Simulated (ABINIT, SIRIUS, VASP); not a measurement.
## HfB2: 3 runs at one level of theory

```
Hf B
1.0
     0.00000    2.71608    2.71608
     2.71608    0.00000    2.71608
     2.71608    2.71608    0.00000
Hf B
1 2
Cartesian
  0.0089 0.0174 -0.0107
  1.3708 1.3545 1.3589
  4.1029 4.0791 4.1051
```

The cell comes from a database or a generator and needn't be the stable form of this composition.

Atoms were shifted at random by some hundredths of an Å from the given cell, which wasn't relaxed again for these runs.

Alike in all runs: task single point; functional PBE; k mesh 9 × 9 × 9; occupations fermi-dirac, width 0.05 eV; no spin polarisation; no spin-orbit coupling. Pressure is positive in compression and, in plane waves, holds the error of the finite cutoff.

```tsv
program and potentials	plane-wave cutoff (eV)	notes	pressure (GPa)	largest force (eV/Å)
ABINIT, JTH PAW PBE v2.0	517	6 valence electrons an atom on average	0.78	0.507
SIRIUS, PseudoDojo 0.4.1 PBE standard (scalar relativistic)	1054	6 valence electrons an atom on average	?	?
VASP, PBE PAW files B, Hf_pv, 520 eV	520	5.33 valence electrons an atom on average	0.56	0.504
```

Problem. Estimate from the other rows what the run with SIRIUS, PseudoDojo 0.4.1 PBE standard (scalar relativistic) gave.

Solution. Pressure 0.79 GPa; largest force 0.502 eV/Å. The other rows, which needn't bracket it: pressure 0.56 to 0.78; largest force 0.504 to 0.507.
